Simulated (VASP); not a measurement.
# ZnO under pressure and tension

How does ZnO change with the volume? The starting structure is a measured crystal structure from the Crystallography Open Database. All runs use LDA. The equilibrium cell comes from relaxations that aren't shown. At each volume, shape and positions are relaxed as far as symmetry leaves them free.

Main program and level: VASP 6.6.1; Kohn-Sham DFT with plane waves and PAW; LDA.

## (1) The structure

It takes space group P6_3mc (No. 186, hexagonal). Conventional cell: a = 3.249 Å, b = 3.249 Å, c = 5.206 Å, α = 90.00°, β = 90.00°, γ = 120.00°. Zn has 4 O at 1.97 to 1.98 Å nearest. O has 4 Zn at 1.97 to 1.98 Å nearest. Farther neighbours and most contacts between anions are not listed.

Coordinates:

```xyz
4
Lattice="3.2493 0.0000 0.0000 -1.6247 2.8140 0.0000 0.0000 0.0000 5.2057" Properties=species:S:1:pos:R:3 pbc="T T T"
Zn    0.0000    1.8760    2.6029
Zn    1.6247    0.9380    0.0000
O     1.6247    0.9380    1.9730
O     0.0000    1.8760    4.5759
```

## (2) Relaxation at the equilibrium volume

INCAR reads:

```
SYSTEM = ZnO
PREC = Accurate
ENCUT = 560
EDIFF = 1E-07
NELM = 100
ISMEAR = 0
SIGMA = 0.03
LREAL = .FALSE.
ALGO = Normal
GGA = CA
NBANDS = 24
LORBIT = 11
LWAVE = .FALSE.
LCHARG = .FALSE.
KPAR = 8
IBRION = 2
NSW = 50
ISIF = 4
EDIFFG = -0.003
```

POSCAR reads:

```
ZnO
1.0
    3.1952499398      0.0000000000      0.0000000000
   -1.5976249699      2.7671676168      0.0000000000
    0.0000000000      0.0000000000      5.1650795749
Zn O
2 2
Direct
    0.3333333300      0.6666666700      0.5002788034
    0.6666666700      0.3333333300      0.0002788034
    0.6666666700      0.3333333300      0.3787311966
    0.3333333300      0.6666666700      0.8787311966
```

KPOINTS reads:

```
Automatic mesh
0
Gamma
8 8 4
0 0 0
```

The projector-augmented-wave data sets are Zn and O (LDA family, release 64).

On the command line:

```bash
$ mpirun -np 8 vasp_std
```

What it wrote:

```text
[banner, memory and clock lines left out]
running    8 mpi-ranks, on    1 nodes
 distrk:  each k-point on    1 cores,    8 groups
 distr:  one band on    1 cores,    1 groups

 POSCAR found type information on POSCAR ZnO
 POSCAR found :  2 types and       4 ions
|                                                                             |
|           W    W    AA    RRRRR   N    N  II  N    N   GGGG   !!!           |
|           W    W   A  A   R    R  NN   N  II  NN   N  G    G  !!!           |
|           W    W  A    A  R    R  N N  N  II  N N  N  G       !!!           |
|           W WW W  AAAAAA  RRRRR   N  N N  II  N  N N  G  GGG   !            |
|           WW  WW  A    A  R   R   N   NN  II  N   NN  G    G                |
|           W    W  A    A  R    R  N    N  II  N    N   GGGG   !!!           |
|                                                                             |
|     For optimal performance we recommend to set                             |
|       NCORE = 2 up to number-of-cores-per-socket                            |
|     NCORE specifies how many cores store one orbital (NPAR=cpu/NCORE).      |
|     This setting can greatly improve the performance of VASP for DFT.       |
|     The default, NCORE=1 might be grossly inefficient on modern             |
|     multi-core architectures or massively parallel machines. Do your        |
|     Unfortunately you need to use the default for GW and RPA                |
|     calculations (for HF NCORE is supported but not extensively tested      |
|     yet).                                                                   |
|                                                                             |

 LDA part: xc-table for (Slater(with rela. corr.)+CA(PZ))
 , standard interpolation
 POSCAR, INCAR and KPOINTS ok, starting setup
 FFT: planning ... GRIDC
 FFT: planning ... GRID_SOFT
 FFT: planning ... GRID
 WAVECAR not read
 entering main loop
       N       E                     dE             d eps       ncg     rms          rms(c)
DAV:   1     0.291634069275E+03    0.29163E+03   -0.19626E+04  1448   0.233E+03
DAV:   2     0.366588483583E+01   -0.28797E+03   -0.27423E+03  1576   0.444E+02
DAV:   3    -0.238121580901E+02   -0.27478E+02   -0.27276E+02  1656   0.143E+02
DAV:   4    -0.242310619877E+02   -0.41890E+00   -0.41873E+00  1632   0.185E+01
DAV:   5    -0.242336835505E+02   -0.26216E-02   -0.26215E-02  1664   0.140E+00    0.154E+01
DAV:   6    -0.210866382377E+02    0.31470E+01   -0.82793E+00  2472   0.659E+01    0.989E+00
DAV:   7    -0.212210115125E+02   -0.13437E+00   -0.24954E+00  1512   0.177E+01    0.577E+00
DAV:   8    -0.212099349671E+02    0.11077E-01   -0.64821E-01  1920   0.744E+00    0.167E+00
DAV:   9    -0.211576531653E+02    0.52282E-01   -0.12442E-01  2200   0.700E+00    0.331E-01
DAV:  10    -0.211599553572E+02   -0.23022E-02   -0.39937E-02  1440   0.144E+00    0.104E-01
DAV:  11    -0.211598525596E+02    0.10280E-03   -0.67329E-04  1712   0.234E-01    0.227E-02
DAV:  12    -0.211598553071E+02   -0.27475E-05   -0.45052E-05  1624   0.168E-01    0.971E-03
DAV:  13    -0.211598571086E+02   -0.18015E-05   -0.67284E-06  2248   0.764E-02    0.125E-02
DAV:  14    -0.211598548219E+02    0.22867E-05   -0.39809E-06  1944   0.203E-02    0.324E-03
DAV:  15    -0.211598547740E+02    0.47890E-07   -0.98016E-07  1512   0.803E-03
   1 F= -.21159855E+02 E0= -.21159855E+02  d E =-.211599E+02
 curvature:   0.00 expect dE= 0.000E+00 dE for cont linesearch  0.000E+00
 trial: gam= 0.00000 g(F)=  0.406E-07 g(S)=  0.906E-07 ort = 0.000E+00 (trialstep = 0.100E+01)
 search vector abs. value=  0.131E-06
 reached required accuracy - stopping structural energy minimisation
```

Run time: 10 s. Hardware: 8 MPI ranks of Intel Xeon Platinum 8488C (Sapphire Rapids), shared host; peak memory 1.3 GiB; 49 s of CPU time.

Lines that name or quote the potential files are left out of all logs, and their timing lines are given in words.

OUTCAR, selected parts (step 2):

```text
ion  position               nearest neighbor table
   1  0.333  0.667  0.500-   3 1.95   3 1.95   3 1.95   4 1.95
   2  0.667  0.333  0.000-   4 1.95   4 1.95   4 1.95   3 1.95
   3  0.667  0.333  0.379-   1 1.95   1 1.95   1 1.95   2 1.95
   4  0.333  0.667  0.879-   2 1.95   2 1.95   2 1.95   1 1.95

  LATTYP: Found a hexagonal cell.
 ALAT       =     3.1952499398
 C/A-ratio  =     1.6164868703

 Subroutine GETGRP returns: Found 12 space group operations
 (whereof  6 operations were pure point group operations)

The static configuration has the point symmetry C_3v.
 The point group associated with its full space group is C_6v.

 Found     30 irreducible k-points:

   k-points           NKPTS =     30   k-points in BZ     NKDIM =     30   number of bands    NBANDS=     24

   dimension x,y,z NGX =    28 NGY =   28 NGZ =   40
   dimension x,y,z NGXF=    56 NGYF=   56 NGZF=   80

   ENCUT  =  560.0 eV  41.16 Ry    6.42 a.u.   6.17  6.17  9.97*2*pi/ulx,y,z

   NELECT =      36.0000    total number of electrons

 k-points in reciprocal lattice and weights: Automatic mesh
   0.00000000  0.00000000  0.00000000       0.004
   0.12500000 -0.00000000  0.00000000       0.023
   0.25000000 -0.00000000  0.00000000       0.023
   0.37500000 -0.00000000  0.00000000       0.023
   0.50000000 -0.00000000  0.00000000       0.012
   0.12500000  0.12500000  0.00000000       0.023
   0.25000000  0.12500000  0.00000000       0.047
   0.37500000  0.12500000  0.00000000       0.047
   0.25000000  0.25000000  0.00000000       0.023
[...]
0.25000000  0.25000000  0.50000000       0.023
   0.37500000  0.25000000  0.50000000       0.023

 average (electrostatic) potential at core
       1 -36.7418       2 -36.7418       3 -74.0816       4 -74.0816

 E-fermi :   1.4241

 k-point     1 :       0.0000    0.0000    0.0000
  band No.  band energies     occupation
    ...
     14       0.4244      2.00000
     15       0.4244      2.00000
     16       1.1746      2.00000
     17       1.2767      2.00000
     18       1.2767      2.00000
     19       2.0740      0.00000
     20       6.5427      0.00000
     21       9.4546      0.00000
     22      14.2033      0.00000
     23      14.2033      0.00000
    ...

 k-point     2 :       0.1250   -0.0000    0.0000
  band No.  band energies     occupation
    ...
     14      -0.1554      2.00000
     15       0.2056      2.00000
     16       0.4649      2.00000
     17       1.0639      2.00000
     18       1.1590      2.00000
     19       3.0884      0.00000
     20       7.1885      0.00000
     21       9.4344      0.00000
     22      12.7605      0.00000
     23      14.3634      0.00000
    ...

 k-point     3 :       0.2500   -0.0000    0.0000
  band No.  band energies     occupation
    ...
     14      -1.3545      2.00000
     15      -0.4785      2.00000
     16      -0.3242      2.00000
     17       0.7207      2.00000
     18       0.8561      2.00000
     19       4.5581      0.00000
     20       8.4067      0.00000
     21       9.3390      0.00000
     22      10.9021      0.00000
     23      12.9532      0.00000
    ...

  Total       -0.0088934     -0.0088934     -0.0055371      0.0000000     -0.0000000      0.0000000
  in kB       -0.3120038     -0.3120038     -0.1942557      0.0000000     -0.0000000      0.0000000
  external PRESSURE =      -0.2727545 kB  Pullay stress =       0.0000000 kB

  energy-cutoff  :      560.00
  volume of cell :       45.67
      direct lattice vectors                 reciprocal lattice vectors
     3.195249940  0.000000000  0.000000000     0.312964563  0.180690175  0.000000000
    -1.597624970  2.767167617  0.000000000     0.000000000  0.361380349  0.000000000
     0.000000000  0.000000000  5.165079575     0.000000000  0.000000000  0.193607859

 POSITION                                       TOTAL-FORCE (eV/Angst)
 -----------------------------------------------------------------------------------
     -0.00000      1.84478      2.58398         0.000000     -0.000000      0.000459
      1.59762      0.92239      0.00144        -0.000000      0.000000      0.000459
      1.59762      0.92239      1.95618        -0.000000      0.000000     -0.000459
     -0.00000      1.84478      4.53872         0.000000     -0.000000     -0.000459
 -----------------------------------------------------------------------------------
    total drift:                                0.000004     -0.000003     -0.000042

  FREE ENERGIE OF THE ION-ELECTRON SYSTEM (eV)
  ---------------------------------------------------
  free  energy   TOTEN  =       -21.1598547740 eV

  energy  without entropy=      -21.1598547740  energy(sigma->0) =      -21.15985477

 reached required accuracy - stopping structural energy minimisation

 total charge
# of ion       s       p       d       tot
------------------------------------------
    1        0.479   0.538   9.917  10.935
    2        0.479   0.538   9.917  10.935
    3        1.534   3.459   0.000   4.993
    4        1.534   3.459   0.000   4.993
--------------------------------------------------
tot          4.026   7.996  19.834  31.856

[... 3 further parts left out ...]
```

The run keeps the 12 symmetry operations of its start, so it cannot find a distortion of lower symmetry.

The equilibrium volume: 11.417 Å³ an atom and a pressure of -0.03 GPa, and 0.797 eV of gap on the mesh. Further runs on this cell, not shown, give the modes B1 (2) 555.0, E2 (2) 446.7, E2 (1) 88.6 cm⁻¹.

## (3) Relaxation at 0.96 of the equilibrium volume

INCAR is that of step 2.

POSCAR reads:

```
ZnO
1.0
    3.1520655928      0.0000000000      0.0000000000
   -1.5760327964      2.7297688753      0.0000000000
    0.0000000000      0.0000000000      5.0952726450
Zn O
2 2
Direct
    0.3333333300      0.6666666700      0.5002788034
    0.6666666700      0.3333333300      0.0002788034
    0.6666666700      0.3333333300      0.3787311966
    0.3333333300      0.6666666700      0.8787311966
```

KPOINTS is that of step 2.

On the command line:

```bash
$ mpirun -np 8 vasp_std
```

What it wrote:

```text
[banner, memory and clock lines left out]
running    8 mpi-ranks, on    1 nodes
[...]
[... a notice as in an earlier step ...]

 LDA part: xc-table for (Slater(with rela. corr.)+CA(PZ))
 , standard interpolation
 POSCAR, INCAR and KPOINTS ok, starting setup
[...]
entering main loop
       N       E                     dE             d eps       ncg     rms          rms(c)
DAV:   1     0.282821549598E+03    0.28282E+03   -0.19390E+04  1472   0.236E+03
DAV:   2     0.296571765186E+01   -0.27986E+03   -0.26717E+03  1560   0.441E+02
DAV:   3    -0.238052603242E+02   -0.26771E+02   -0.26561E+02  1648   0.142E+02
DAV:   4    -0.242217156859E+02   -0.41646E+00   -0.41615E+00  1704   0.184E+01
[...]
DAV:  13    -0.211176192547E+02    0.20962E-06   -0.22812E-06  1808   0.458E-02    0.108E-02
DAV:  14    -0.211176175322E+02    0.17226E-05   -0.31340E-06  2160   0.272E-02    0.293E-03
DAV:  15    -0.211176174848E+02    0.47427E-07   -0.85719E-07  1520   0.695E-03
   1 F= -.21117617E+02 E0= -.21117617E+02  d E =-.211176E+02
[...]
N       E                     dE             d eps       ncg     rms          rms(c)
DAV:   1    -0.211176173246E+02    0.20760E-06   -0.92951E-04  1440   0.226E-01    0.865E-03
DAV:   2    -0.211176193118E+02   -0.19872E-05   -0.24317E-05  1672   0.466E-02    0.538E-03
DAV:   3    -0.211176190930E+02    0.21871E-06   -0.15359E-07  1112   0.625E-03    0.265E-03
DAV:   4    -0.211176190454E+02    0.47679E-07   -0.21174E-07  1008   0.526E-03
   2 F= -.21117619E+02 E0= -.21117619E+02  d E =-.156061E-05
 trial-energy change:   -0.000002  1 .order   -0.000002   -0.000004    0.000001
 step:   0.8727(harm=  0.8727)  dis= 0.00018  next Energy=   -21.117619 (dE=-0.159E-05)
 reached required accuracy - stopping structural energy minimisation
```

It took 9.2 s on 8 MPI ranks; peak memory 1.3 GiB; 44 s of CPU time.

OUTCAR, selected parts (step 3):

```text
  Total        1.9654601      1.9654601      1.9808913      0.0000000      0.0000000      0.0000000
  in kB       71.8267560     71.8267559     72.3906821      0.0000000      0.0000000      0.0000000
  external PRESSURE =      72.0147313 kB  Pullay stress =       0.0000000 kB

 POSITION                                       TOTAL-FORCE (eV/Angst)
 -----------------------------------------------------------------------------------
     -0.00000      1.81988      2.54918        -0.000000      0.000000     -0.000029
      1.57606      0.90994      0.00163         0.000000      0.000000     -0.000029
      1.57606      0.90994      1.92947        -0.000000      0.000000      0.000029
     -0.00000      1.81988      4.47702         0.000000     -0.000000      0.000029
 -----------------------------------------------------------------------------------
    total drift:                                0.000004     -0.000002     -0.000367

  FREE ENERGIE OF THE ION-ELECTRON SYSTEM (eV)
  ---------------------------------------------------
  free  energy   TOTEN  =       -21.1176190454 eV

  energy  without entropy=      -21.1176190454  energy(sigma->0) =      -21.11761905

[... 2 parts as in an earlier step ...]

[... 2 further parts left out ...]
[key lines of the parts left out:]
E-fermi :   1.8246
```

0.96 of the equilibrium volume: 10.960 Å³ an atom and a pressure of 7.20 GPa, and 0.863 eV of gap on the mesh. Further runs on this cell, not shown, give the modes B1 (2) 588.5, E2 (2) 482.2, E2 (1) 77.1 cm⁻¹.

## (4) Relaxation at 1.04 of the equilibrium volume

INCAR is that of step 3.

POSCAR reads:

```
ZnO
1.0
    3.2372975241      0.0000000000      0.0000000000
   -1.6186487620      2.8035818929      0.0000000000
    0.0000000000      0.0000000000      5.2330489428
Zn O
2 2
Direct
    0.3333333300      0.6666666700      0.5002788034
    0.6666666700      0.3333333300      0.0002788034
    0.6666666700      0.3333333300      0.3787311966
    0.3333333300      0.6666666700      0.8787311966
```

KPOINTS is that of step 3.

On the command line:

```bash
$ mpirun -np 8 vasp_std
```

What it wrote:

```text
[... set-up lines as in an earlier step ...]
 entering main loop
       N       E                     dE             d eps       ncg     rms          rms(c)
DAV:   1     0.288329563754E+03    0.28833E+03   -0.19459E+04  1440   0.230E+03
DAV:   2     0.436766352854E+01   -0.28396E+03   -0.26869E+03  1600   0.437E+02
DAV:   3    -0.237311743638E+02   -0.28099E+02   -0.27887E+02  1632   0.144E+02
DAV:   4    -0.241804222092E+02   -0.44925E+00   -0.44903E+00  1664   0.190E+01
[...]
DAV:  13    -0.211278912724E+02   -0.25470E-05   -0.93162E-06  2312   0.734E-02    0.125E-02
DAV:  14    -0.211278890498E+02    0.22226E-05   -0.50478E-06  1656   0.199E-02    0.307E-03
DAV:  15    -0.211278890254E+02    0.24372E-07   -0.44142E-07  1528   0.531E-03
   1 F= -.21127889E+02 E0= -.21127889E+02  d E =-.211279E+02
[...]
reached required accuracy - stopping structural energy minimisation
```

Elapsed: 13 s, on 8 MPI ranks; peak memory 1.3 GiB; 69 s of CPU time.

From OUTCAR (step 4):

```text
  Total       -1.7364868     -1.7364867     -1.7258301     -0.0000000      0.0000000      0.0000000
  in kB      -58.5775764    -58.5775763    -58.2180901     -0.0000000      0.0000000      0.0000000
  external PRESSURE =     -58.4577476 kB  Pullay stress =       0.0000000 kB

 POSITION                                       TOTAL-FORCE (eV/Angst)
 -----------------------------------------------------------------------------------
     -0.00000      1.86905      2.61798        -0.000000      0.000000     -0.002668
      1.61865      0.93453      0.00146         0.000000     -0.000000     -0.002668
      1.61865      0.93453      1.98192         0.000000      0.000000      0.002668
     -0.00000      1.86905      4.59844        -0.000000      0.000000      0.002668
 -----------------------------------------------------------------------------------
    total drift:                                0.000004     -0.000002     -0.000122

  FREE ENERGIE OF THE ION-ELECTRON SYSTEM (eV)
  ---------------------------------------------------
  free  energy   TOTEN  =       -21.1278890254 eV

  energy  without entropy=      -21.1278890254  energy(sigma->0) =      -21.12788903

[... 2 parts as in an earlier step ...]

[... 2 further parts left out ...]
[key lines of the parts left out:]
E-fermi :   1.0628
```

1.04 of the equilibrium volume: 11.874 Å³ an atom and a pressure of -5.85 GPa, and 0.734 eV of gap on the mesh. Further runs on this cell, not shown, give the modes B1 (2) 525.7, E2 (2) 412.3, E2 (1) 95.4 cm⁻¹.

## (5) Relaxation at 0.92 of the equilibrium volume

INCAR is that of step 4.

POSCAR reads:

```
ZnO
1.0
    3.1076643884      0.0000000000      0.0000000000
   -1.5538321942      2.6913163044      0.0000000000
    0.0000000000      0.0000000000      5.0234986811
Zn O
2 2
Direct
    0.3333333300      0.6666666700      0.5002788034
    0.6666666700      0.3333333300      0.0002788034
    0.6666666700      0.3333333300      0.3787311966
    0.3333333300      0.6666666700      0.8787311966
```

KPOINTS is that of step 4.

On the command line:

```bash
$ mpirun -np 8 vasp_std
```

What it wrote:

```text
[... set-up lines as in an earlier step ...]
 entering main loop
       N       E                     dE             d eps       ncg     rms          rms(c)
DAV:   1     0.291243909805E+03    0.29124E+03   -0.19524E+04  1456   0.240E+03
DAV:   2     0.336846994367E+01   -0.28788E+03   -0.27233E+03  1560   0.450E+02
DAV:   3    -0.237301472096E+02   -0.27099E+02   -0.26898E+02  1664   0.144E+02
DAV:   4    -0.241369566092E+02   -0.40681E+00   -0.40665E+00  1640   0.183E+01
[...]
DAV:  14    -0.209829319143E+02    0.62454E-07   -0.26664E-06  1496   0.131E-02    0.259E-03
DAV:  15    -0.209829318032E+02    0.11109E-06   -0.37442E-07  1624   0.529E-03    0.417E-04
DAV:  16    -0.209829317925E+02    0.10701E-07   -0.10900E-08   792   0.145E-03
   1 F= -.20982932E+02 E0= -.20982932E+02  d E =-.209829E+02
[...]
2 F= -.20982939E+02 E0= -.20982939E+02  d E =-.725026E-05
[...]
3 F= -.20982939E+02 E0= -.20982939E+02  d E =-.732540E-05
[...]
4 F= -.20982947E+02 E0= -.20982947E+02  d E =-.802720E-05
[...]
5 F= -.20982962E+02 E0= -.20982962E+02  d E =-.231629E-04
[...]
reached required accuracy - stopping structural energy minimisation
```

Wall time 22 s (8 MPI ranks); peak memory 1.4 GiB.

OUTCAR, selected parts (step 5):

```text
  Total        4.2526663      4.2526663      4.2693380      0.0000000      0.0000000      0.0000000
  in kB      162.1685896    162.1685892    162.8043402      0.0000000      0.0000000      0.0000000
  external PRESSURE =     162.3805063 kB  Pullay stress =       0.0000000 kB

 POSITION                                       TOTAL-FORCE (eV/Angst)
 -----------------------------------------------------------------------------------
     -0.00000      1.79344      2.51676        -0.000000     -0.000000     -0.000075
      1.55316      0.89672      0.00285        -0.000000     -0.000000     -0.000075
      1.55316      0.89672      1.90275         0.000000     -0.000000      0.000075
     -0.00000      1.79344      4.41667        -0.000000      0.000000      0.000075
 -----------------------------------------------------------------------------------
    total drift:                                0.000003     -0.000003     -0.002869

  FREE ENERGIE OF THE ION-ELECTRON SYSTEM (eV)
  ---------------------------------------------------
  free  energy   TOTEN  =       -20.9829622808 eV

  energy  without entropy=      -20.9829622808  energy(sigma->0) =      -20.98296228

[... 2 parts as in an earlier step ...]

[... 2 further parts left out ...]
[key lines of the parts left out:]
E-fermi :   2.3267
```

0.92 of the equilibrium volume: 10.504 Å³ an atom and a pressure of 16.24 GPa, and 0.929 eV of gap on the mesh. Further runs on this cell, not shown, give the modes B1 (2) 625.2, E2 (2) 521.3, E2 (1) 67.1 cm⁻¹.

(Part 1 of 2 ends here.)

[Lines on the potential files, build, host, timing and source positions are cut from VASP's logs without a mark.]

[Logs are printed without paths, hosts, clocks, repeated set-up lines and the standing remarks that a program may print on its own settings, such as how far it seeks lower states.]

[Hosts, paths, dates, database ids (printed as entryN), source tags and the programs' standing remarks are cut or masked in the printed files.]
